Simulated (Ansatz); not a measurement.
Al$_{3}$Cu: how the energy converges with the cutoff

Al$_{3}$Cu, P4/mmm, a = 2.778 Å, c = 7.513 Å. The structure is a Materials Project entry; whether it is the stable form wasn't checked. Ansatz: PBEsol, PAW, cutoff varied, Γ-centred 16×16×6 mesh on 4 atoms, Gaussian smearing 0.10 eV; no spin polarisation. Single points at one geometry, the cutoff alone changed; ΔE is the energy at zero smearing over the run at 850 eV (runs within 0.3 meV/atom of it are left out). The runs up to 380 eV lie under the cutoff recommended for these PAW datasets.

| cutoff (eV) | ΔE (meV/atom) |
| --- | --- |
| 150 | 22179.79 |
| 200 | 4062.51 |
| 250 | 728.87 |
| 300 | 94.00 |
| 350 | 9.70 |
| 380 | 3.02 |
| 420 | 1.04 |
| 460 | ? |

Question: Assume ΔE falls exponentially with the cutoff, fit y = ln ΔE against x, the cutoff in eV, to the other rows, and predict the missing value.

Answer: y = 10.007, 8.310, 6.591, 4.543, 2.272, 1.105, 0.039. Means x = 292.9, y = 4.6953; Σ(Δx)² = 57943, ΣΔxΔy = -2220; the slope is their ratio. y = 15.92 − 0.03832 x, a factor of ten per 60 eV. At 460 eV this gives ΔE = 0.18 meV/atom. The run gave 0.53, a ratio of 0.34. Between neighbouring rows the decay runs from a factor of ten per 51 eV to one per 137 eV, so one exponential is only a rough guide. The fast fall gives way to a slow tail, so a fit to low cutoffs promises convergence too early.